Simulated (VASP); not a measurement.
A VASP 6.6.1 single-point calculation on SiC

INCAR

```
LASPH = .TRUE.
ISMEAR = 1
PREC = Accurate
SIGMA = 0.6
LREAL = .FALSE.
LWAVE = .FALSE.
ALGO = Normal
NELM = 53
METAGGA = R2SCAN
ISIF = 2
EDIFF = 1E-7
ENCUT = 520
NBANDS = 11
IBRION = -1
LCHARG = .FALSE.
NSW = 0
```

KPOINTS

```
KPOINTS created by Atomic Simulation Environment
0
Gamma
10 10 10
0 0 0
```

POSCAR

```
Si C
 1.0000000000000000
     0.0000000000000000    2.0909302570000001    2.0909302570000001
     2.0909302570000001    0.0000000000000000    2.0909302570000001
     2.0909302570000001    2.0909302570000001    0.0000000000000000
 Si  C
   1   1
Cartesian
  0.0000000000000000  0.0000000000000000  0.0000000000000000
  1.0454651285000001  1.0454651285000001  1.0454651285000001
```

The recommended PBE PAW datasets give the neutral cell 8 valence electrons.

Command

```
mpirun -np 1 vasp_std
```

OSZICAR

```
N       E                     dE             d eps       ncg     rms          rms(c)
DAV:   1    -0.250028008087E+01   -0.25003E+01   -0.42500E+03  1122   0.638E+02
DAV:   2    -0.218675648884E+02   -0.19367E+02   -0.18639E+02  1328   0.116E+02
DAV:   3    -0.223373559296E+02   -0.46979E+00   -0.46897E+00  1253   0.143E+01
DAV:   4    -0.223388723502E+02   -0.15164E-02   -0.15164E-02  1200   0.105E+00
DAV:   5    -0.223388781107E+02   -0.57605E-05   -0.57606E-05  1266   0.594E-02    0.107E+01
DAV:   6    -0.190799833538E+02    0.32589E+01   -0.52082E+00  1142   0.114E+01    0.605E+00
DAV:   7    -0.190771580921E+02    0.28253E-02   -0.68875E-01  1242   0.484E+00    0.275E+00
DAV:   8    -0.190883987573E+02   -0.11241E-01   -0.20951E-02  1124   0.115E+00    0.275E-01
DAV:   9    -0.190888057560E+02   -0.40700E-03   -0.47117E-04  1326   0.185E-01    0.176E-01
DAV:  10    -0.190888541925E+02   -0.48437E-04   -0.56118E-05  1145   0.714E-02    0.116E-02
DAV:  11    -0.190888543969E+02   -0.20440E-06   -0.19222E-06  1288   0.765E-03    0.384E-03
DAV:  12    -0.190888541251E+02    0.27186E-06   -0.21964E-07  1148   0.397E-03    0.518E-04
DAV:  13    -0.190888541892E+02   -0.64138E-07   -0.34111E-08   706   0.116E-03
   1 F= -.19088854E+02 E0= -.19091964E+02  d E =0.932935E-02
```

From OUTCAR

```
k-points           NKPTS =     47   k-points in BZ     NKDIM =     47   number of bands    NBANDS=     11

   NELECT =       8.0000    total number of electrons

   dimension x,y,z NGX =    24 NGY =   24 NGZ =   24
   dimension x,y,z NGXF=    48 NGYF=   48 NGZF=   48

  energy-cutoff  :      520.00
  volume of cell :       18.28
      direct lattice vectors                 reciprocal lattice vectors
     0.000000000  2.090930257  2.090930257    -0.239128014  0.239128014  0.239128014
     2.090930257  0.000000000  2.090930257     0.239128014 -0.239128014  0.239128014
     2.090930257  2.090930257  0.000000000     0.239128014  0.239128014 -0.239128014

 k-points in reciprocal lattice and weights: KPOINTS created by Atomic Simulation Env
   0.00000000  0.00000000  0.00000000       0.001
   0.10000000  0.00000000  0.00000000       0.008
   0.20000000  0.00000000  0.00000000       0.008
   0.30000000  0.00000000  0.00000000       0.008
   0.40000000  0.00000000  0.00000000       0.008
   0.50000000  0.00000000  0.00000000       0.004
   0.10000000  0.10000000  0.00000000       0.006
   0.20000000  0.10000000  0.00000000       0.024
   ...

 E-fermi :   9.6075

 k-point     1 :       0.0000    0.0000    0.0000
  band No.  band energies     occupation
      1      -7.7747      2.00000
      2       9.4224      1.49571
      3       9.4224      1.49571
      4       9.4224      1.49571
      5      17.8361     -0.00000
      6      18.2557     -0.00000
      7      18.2557     -0.00000
      8      18.2557     -0.00000
      9      25.4284      0.00000
     10      25.4284      0.00000
     11      28.9071      0.00000

 k-point     2 :       0.1000    0.0000    0.0000
  band No.  band energies     occupation
      1      -7.5518      2.00000
      2       8.3533      2.01181
      3       9.2808      1.78712
      4       9.2808      1.78712
      5      17.8081     -0.00000
      6      18.5335     -0.00000
      7      18.5335     -0.00000
      8      18.8686     -0.00000
      9      24.3847      0.00000
     10      24.3847      0.00000
     11      27.9567      0.00000

 k-point     3 :       0.2000    0.0000    0.0000
  band No.  band energies     occupation
      1      -6.8926      2.00000
      2       6.0254      2.00000
      3       8.9538      2.06419
      4       8.9538      2.06419
      5      17.3979     -0.00000
      6      18.8719     -0.00000
      7      18.8719     -0.00000
      8      20.2691     -0.00000
      9      23.7005      0.00000
     10      23.7005      0.00000
     11      27.0261      0.00000

 k-point     4 :       0.3000    0.0000    0.0000
  band No.  band energies     occupation
      1      -5.8359      2.00000
      2       3.4332      2.00000
      3       8.6148      2.04113
      4       8.6148      2.04113
      5      16.9945     -0.00000
      6      18.5158     -0.00000
      7      18.5158     -0.00000
      8      21.1272     -0.00000
      9      24.8446      0.00000
     10      24.8446      0.00000
     11      27.0348      0.00000

 k-point     5 :       0.4000    0.0000    0.0000
  band No.  band energies     occupation
      1      -4.5197      2.00000
      2       1.1017      2.00000
      3       8.3792      2.01369
      4       8.3792      2.01369
      5      16.7400     -0.00000
      6      17.9626     -0.00000
      7      17.9626     -0.00000
      8      21.2108     -0.00000
      9      27.2208      0.00000
     10      27.2208      0.00000
     11      27.9740      0.00000

 ...

  Total        3.9840168      3.9840168      3.9840168      0.0000000      0.0000000      0.0000000
  in kB      349.1267352    349.1267352    349.1267352      0.0000000      0.0000000      0.0000000
  external PRESSURE =     349.1267352 kB  Pullay stress =       0.0000000 kB

 POSITION                                       TOTAL-FORCE (eV/Angst)
 -----------------------------------------------------------------------------------
      0.00000      0.00000      0.00000         0.000000     -0.000000     -0.000000
      1.04547      1.04547      1.04547        -0.000000      0.000000      0.000000
 -----------------------------------------------------------------------------------
    total drift:                                0.000000      0.000000      0.000000

  FREE ENERGIE OF THE ION-ELECTRON SYSTEM (eV)
  ---------------------------------------------------
  free  energy   TOTEN  =       -19.0888541892 eV

  energy  without entropy=      -19.0981835427  energy(sigma->0) =      -19.09196397
```

It converged. Results: gap between bands v and c on the k mesh 1.64 eV; least direct gap on the k mesh 5.21 eV; pressure 34.9 GPa. Band v is the last that the valence electrons fill when counted band by band, and c is the next.

One setting is odd (smearing far too wide), but here it hardly changes the result.

On sound settings r²SCAN gives a gap of 1.64 eV on its mesh and a pressure of 34.9 GPa for the intended cell. This run's energy (σ→0) differs from it by 0 meV an atom.

The run took about 27 s on one core of a shared host (Intel Xeon Platinum 8488C) and held 0.14 GiB at most.
